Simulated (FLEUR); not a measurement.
# Ge in FLEUR: convergence with lmax

Input of the first run (lmax 4); the others differ in this setting and in those tied to it:

Contents of inp.xml:

```xml
<?xml version="1.0" encoding="UTF-8" standalone="no"?>
<fleurInput fleurInputVersion="0.39">
   <comment>
      Ge                                                                                                  
   </comment>
   <calculationSetup>
      <cutoffs Kmax="4.15" Gmax="12.9" GmaxXC="12.9" numbands="0"/>
      <scfLoop itmax="60" minDistance="0.00001" maxIterBroyd="15" imix="Anderson" alpha="0.05" precondParam="0.0" spinf="2.0" sdNocoIR="T"/>
      <coreElectrons ctail="T" frcor="F" kcrel="0" coretail_lmax="0"/>
      <xcFunctional name="PBEs" relativisticCorrections="F"/>
      <magnetism jspins="1"/>
      <soc l_soc="F" theta="0.0" phi="0.0" spav="F"/>
      <expertModes spex="0" secvar="F"/>
      <geometryOptimization l_f="T" forcealpha="1.0" forcemix="BFGS" epsdisp="0.0005" epsforce="0.0002"/>
      <ldaU l_linMix="F" mixParam="0.05" spinf="1.0"/>
   </calculationSetup>
   <cell>
      <bzIntegration valenceElectrons="22.0" mode="hist" fermiSmearingEnergy="0.00183747">
         <kPointListSelection listName="default-1"/>
         <!-- k-points included here -->
         <xi:include xmlns:xi="http://www.w3.org/2001/XInclude" href="kpts.xml"> </xi:include>
      </bzIntegration>
      <!-- symmetry operations included here -->
      <xi:include xmlns:xi="http://www.w3.org/2001/XInclude" href="sym.xml"> </xi:include>
      <bulkLattice scale="1.0">
         <bravaisMatrix>
            <row-1>    2.6402289652587654    -4.9142630226402932     0.0000000000000000</row-1>
            <row-2>    2.6402289652587654     4.9142630226402932     0.0000000000000000</row-2>
            <row-3>    0.0000000000000000     0.0000000000000000     5.0989176109055823</row-3>
         </bravaisMatrix>
      </bulkLattice>
   </cell>
   <atomSpecies>
      <species name="Germanium (Ge)" element="Ge" atomicNumber="32">
         <mtSphere radius="2.36" gridPoints="781" logIncrement="0.016"/>
         <atomicCutoffs lmax="4" lnonsphr="3"/>
         <electronConfig flipSpins="F">
            <coreConfig>(1s1/2) (2s1/2) (2p1/2) (2p3/2)</coreConfig>
            <valenceConfig>(3s1/2) (3p1/2) (3p3/2) (4s1/2) (3d3/2) (3d5/2) (4p1/2) (4p3/2)</valenceConfig>
            <stateOccupation state="(4p1/2)" spinUp="0.333333" spinDown="0.333333"/>
            <stateOccupation state="(4p3/2)" spinUp="0.666667" spinDown="0.666667"/>
         </electronConfig>
         <energyParameters s="4" p="4" d="3" f="4"/>
         <lo type="SCLO" l="0" n="3" eDeriv="0"/>
         <lo type="SCLO" l="1" n="3" eDeriv="0"/>
         <lo type="SCLO" l="1" n="3" eDeriv="1"/>
         <lo type="HELO" l="2" n="4" eDeriv="0"/>
         <lo type="HELO" l="2" n="4" eDeriv="1"/>
         <lo type="SCLO" l="3" n="4" eDeriv="2"/>
      </species>
   </atomSpecies>
   <atomGroups>
      <atomGroup species="Germanium (Ge)">
         <relPos label="                   1">1.000/2.000 1.000/2.000 .0000000000</relPos>
         <force calculate="T" relaxXYZ="TTT"/>
      </atomGroup>
   </atomGroups>
   <output dos="F" band="F" slice="F">
      <checks vchk="F" cdinf="F"/>
      <bandDOS minEnergy="-.5*Htr" maxEnergy="0.5*Htr" sigma="0.015" storeEVData="T"/>
      <vacuumDOS vacdos="F" integ="F" star="F" nstars="0" locx1="0.0" locy1="0.0" locx2="0.0" locy2="0.0" nstm="0" tworkf="0.0"/>
      <unfoldingBand unfoldBand="F" supercellX="1" supercellY="1" supercellZ="1"/>
      <plotting iplot="0" polar="F">
         <plot TwoD="T" vec1="  1.0  0.0  0.0" vec2="  0.0  1.0  0.0" vec3="  0.0  0.0  1.0" zero="  0.0  0.0  0.0" file="plot"/>
      </plotting>
      <chargeDensitySlicing numkpt="0" minEigenval="0.0" maxEigenval="0.0" nnne="0" pallst="F"/>
      <specialOutput eonly="F"/>
      <moessbauerParams electricFieldGradient="T" isomerShift="T" coreHyperfine="T" valenceHyperfine="T"/>
      <magneticCircularDichroism mcd="F" energyLo="-10.0" energyUp="0.0"/>
   </output>
  <!-- We include the file relax.xml here to enable relaxations (see documentation) -->
  <xi:include xmlns:xi="http://www.w3.org/2001/XInclude" href="relax.xml"> <xi:fallback/> </xi:include>
</fleurInput>
```

Contents of crystal.txt:

```
Ge
&input cartesian=F /
1.3971490000  -2.6005160000  0.0000000000
1.3971490000  2.6005160000  0.0000000000
0.0000000000  0.0000000000  2.6982310000
1.8897261246
1.0 1.0 1.0

1
32 0.5000000000  0.5000000000  0.0000000000

&kpt div1=9 div2=9 div3=8 gamma=T /
```

Potentials or basis: all-electron, FLAPW.

Run with:

```bash
$ inpgen -f crystal.txt -profile fastHighL
$ # inp.xml edited to the form shown
$ fleur_MPI
```

This isn't the form of Ge at room conditions, which is diamond.

Hardware: 1 thread of Arm Neoverse V1, on a shared host.

Problem. The values tried are 4, 5, 6, 7, 8, 10, 12, loosest first. From which on does the energy stay within 1 meV/atom of the tightest run that finished?

Solution. From 7 on.

| lmax | energy less the tightest run, at zero smearing (meV/atom) | SCF cycles | CPU time (s) | peak memory (GiB) |
| --- | --- | --- | --- | --- |
| 4 | -28.22 | 13 | 27 | 0.05 |
| 5 | 6.57 | 13 | 27 | 0.05 |
| 6 | 4.76 | 13 | 30 | 0.05 |
| 7 | 0.74 | 13 | 34 | 0.05 |
| 8 | 0.18 | 13 | 39 | 0.06 |
| 10 | -0.01 | 13 | 54 | 0.07 |
| 12 | 0.00 | 13 | 75 | 0.08 |

The tightest run that finished is the yardstick and may itself not be fully converged.
